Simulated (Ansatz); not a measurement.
Elastic constants of Ga: input and output

Computed with Ansatz 0.2.0, DFT PBEsol, scalar-relativistic, plane waves, PAW.

Launched with:
```bash
ansatz run input.yaml --threads 1 --pin off --max-ram 3072MiB --backend cpu --events-out ev --progress --plain --runs-dir out
```

Input (bare energies are in eV):
```yaml
crystal:
  lattice:
    - [1.3725535572, -3.9743130866, -0.0159773887]
    - [1.3725535572, 3.9743130866, -0.0159773887]
    - [-0.1552331944, 0.0, 3.2954833421]
  atoms:
    - { symbol: Ga, position: [0.8662532749, 0.1337467251, 0.25] }
    - { symbol: Ga, position: [0.1337467251, 0.8662532749, 0.75] }
basis:
  ecutwfc: 420
kpoints:
  mp_grid: { grid: [16, 16, 12] }
hamiltonian:
  xc: pbesol
scf:
  occupations: { method: fermi_dirac, width: 0.15 }
output:
  forces: true
  stress: true
  eigenvalues: true
elastic:
  mode: relaxed_ion
  amplitude: 0.005
```

From the output:
```
--- Elastic constants: 6 strain directions × 4 members + reference (group order 4) ---
  dense FFT box of the reference and of every strained cell: 30×30×24
  strains applied: 11, 22, 33, 23, 13, 12; error gains: componentwise 1.00 (the most a stress slope's error grows in a printed constant), spectral 1.00 (1 for all six strains in a standard setting)
  reference relaxed by the batch: 3 steps; max|allowed force component| 9.47e-4 eV/Å at the deck's positions, 1.94e-8 at the last accepted step, 1.38e-9 by the solve of record
  largest displacement 1.0e-4 Å; the constants are those of the deck's cell at these positions:
  atoms:
    - { symbol: Ga, position: [0.8662406728879223, 0.13375932711207775, 0.25000000000000006] }
    - { symbol: Ga, position: [0.13375932711207775, 0.8662406728879223, 0.7500000000000001] }
  C = ∂σ_k/∂η_j (tension-positive GPa; Voigt order 11 22 33 23 13 12):
       108.057     37.463     32.958     -0.000      3.416      0.000
        37.445     94.178     57.972     -0.000     -2.477      0.000
        32.941     57.978     85.117     -0.000     -4.160     -0.000
         0.000      0.000      0.000     31.344     -0.000      4.453
         3.399     -2.473     -4.159      0.000      6.030      0.000
         0.000     -0.000     -0.000      4.457     -0.000     23.997
  reference stress σ⁰ (GPa):     -0.012      0.000     -0.001      0.000     -0.001     -0.000
  C* (energy form; C + prestress term) asymmetry max|C*_kj − C*_jk| = 1.821e-2 GPa — a small one proves nothing (zero by symmetry where the batch's group is 432, −43m or m−3m); a large one is finite-difference/SCF noise where every solve ...
  moduli (Voigt/Reuss/Hill, GPa): K = 60.46/59.89/60.18   G = 22.87/14.35/18.61   E = 50.62   ν = 0.360
  mechanically stable: yes (min eigenvalue of sym C = 5.52 GPa)
  the stresses are not corrected for the forces that the relaxations left standing (`elastic.f_tol`)
  strain η (Voigt 11):  stress-route row diagonal C_11 = 108.06 GPa, energy-path curvature d²(F+E_count+ΔE)/dδ²/Ω₀ = 108.05 GPa
    cells at ±δ against ±2δ: C11 107.94 and 107.58 GPa, apart by 0.33 % of the column's largest entry
         δ    σ_11 (GPa) F (eV) n_scf n_hpsi n_pw
    -1.000e-2      -1.1652       -7486.4087869       3  176879    715   relax 3 steps, max|allowed force component| 1.39e-6 eV/Å
    -5.000e-3      -0.5709       -7486.4097558       3  176263    717   relax 3 steps, max|allowed force component| 1.66e-7 eV/Å
     5.000e-3       0.5085       -7486.4097977       3  170005    725   relax 3 steps, max|allowed force component| 4.39e-7 eV/Å
     1.000e-2       0.9864       -7486.4089558       3  169902    731   relax 3 steps, max|allowed force component| 8.14e-7 eV/Å
  strain η (Voigt 22):  stress-route row diagonal C_22 = 94.18 GPa, energy-path curvature d²(F+E_count+ΔE)/dδ²/Ω₀ = 94.18 GPa
    cells at ±δ against ±2δ: C22 94.08 and 93.77 GPa, apart by 0.33 % of the column's largest entry
         δ    σ_22 (GPa) F (eV) n_scf n_hpsi n_pw
    -1.000e-2      -0.9894       -7486.4089895       3  169549    711   relax 3 steps, max|allowed force component| 1.05e-6 eV/Å
    -5.000e-3      -0.4831       -7486.4098112       3  170083    716   relax 3 steps, max|allowed force component| 1.85e-7 eV/Å
     5.000e-3       0.4577       -7486.4098206       3  170503    728   relax 3 steps, max|allowed force component| 1.22e-7 eV/Å
     1.000e-2       0.8860       -7486.4090645       3  170492    731   relax 3 steps, max|allowed force component| 4.08e-7 eV/Å
  strain η (Voigt 33):  stress-route row diagonal C_33 = 85.12 GPa, energy-path curvature d²(F+E_count+ΔE)/dδ²/Ω₀ = 85.07 GPa
    cells at ±δ against ±2δ: C13 33.02 and 33.19 GPa, apart by 0.20 % of the column's largest entry
         δ    σ_33 (GPa) F (eV) n_scf n_hpsi n_pw
    -1.000e-2      -0.8779       -7486.4091042       4  225569    715   relax 3 steps, max|allowed force component| 1.47e-7 eV/Å
    -5.000e-3      -0.4330       -7486.4098382       3  176514    720   relax 3 steps, max|allowed force component| 7.43e-8 eV/Å
     5.000e-3       0.4177       -7486.4098468       3  169923    725   relax 3 steps, max|allowed force component| 1.92e-8 eV/Å
     1.000e-2       0.8209       -7486.4091496       3  169762    727   relax 3 steps, max|allowed force component| 1.18e-8 eV/Å
  strain η (Voigt 23):  stress-route row diagonal C_44 = 31.34 GPa, energy-path curvature d²(F+E_count+ΔE)/dδ²/Ω₀ = 31.33 GPa
    cells at ±δ against ±2δ: C64 4.43 and 4.34 GPa, apart by 0.29 % of the column's largest entry
         δ    σ_23 (GPa) F (eV) n_scf n_hpsi n_pw
    -1.000e-2      -0.3137       -7486.4097282       3  317319    724   relax 5 steps, max|allowed force component| 1.93e-5 eV/Å
    -5.000e-3      -0.1567       -7486.4099925       3  328539    722   relax 4 steps, max|allowed force component| 1.35e-5 eV/Å
     5.000e-3       0.1568       -7486.4099925       3  317583    722   relax 3 steps, max|allowed force component| 1.10e-5 eV/Å
     1.000e-2       0.3137       -7486.4097282       4  357674    724   relax 3 steps, max|allowed force component| 7.36e-6 eV/Å
  strain η (Voigt 13):  stress-route row diagonal C_55 = 6.03 GPa, energy-path curvature d²(F+E_count+ΔE)/dδ²/Ω₀ = 6.06 GPa
    cells at ±δ against ±2δ: C55 6.01 and 5.96 GPa, apart by 0.85 % of the column's largest entry
         δ    σ_13 (GPa) F (eV) n_scf n_hpsi n_pw
    -1.000e-2      -0.0715       -7486.4100023       3  170115    724   relax 2 steps, max|allowed force component| 2.47e-6 eV/Å
    -5.000e-3      -0.0341       -7486.4100608       3  170253    724   relax 2 steps, max|allowed force component| 5.17e-7 eV/Å
     5.000e-3       0.0260       -7486.4100663       3  170120    721   relax 2 steps, max|allowed force component| 2.12e-5 eV/Å
     1.000e-2       0.0478       -7486.4100240       3  170185    723   relax 2 steps, max|allowed force component| 3.09e-5 eV/Å
  strain η (Voigt 12):  stress-route row diagonal C_66 = 24.00 GPa, energy-path curvature d²(F+E_count+ΔE)/dδ²/Ω₀ = 23.93 GPa
    cells at ±δ against ±2δ: C66 23.95 and 23.81 GPa, apart by 0.60 % of the column's largest entry
         δ    σ_12 (GPa) F (eV) n_scf n_hpsi n_pw
    -1.000e-2      -0.2381       -7486.4098119       3  317268    722   relax 5 steps, max|allowed force component| 2.31e-5 eV/Å
    -5.000e-3      -0.1197       -7486.4100135       3  317090    722   relax 6 steps, max|allowed force component| 5.06e-6 eV/Å
     5.000e-3       0.1197       -7486.4100135       3  316908    722   relax 6 steps, max|allowed force component| 5.06e-6 eV/Å
     1.000e-2       0.2381       -7486.4098119       3  317247    722   relax 5 steps, max|allowed force component| 2.31e-5 eV/Å
```

It took 35 min on 1 thread of Intel(R) Xeon(R) 6975P-C (Granite Rapids), on a shared host, peak memory 1.2 GiB.

In a metal, frequencies and elastic constants depend on the k mesh and the smearing, soft modes and shear constants most.

The least eigenvalue is 5.5 GPa; in a metal on this mesh the verdict on stability isn't firm within about 20 GPa or a tenth of the bulk modulus.

This form isn't the element's structure at ambient conditions.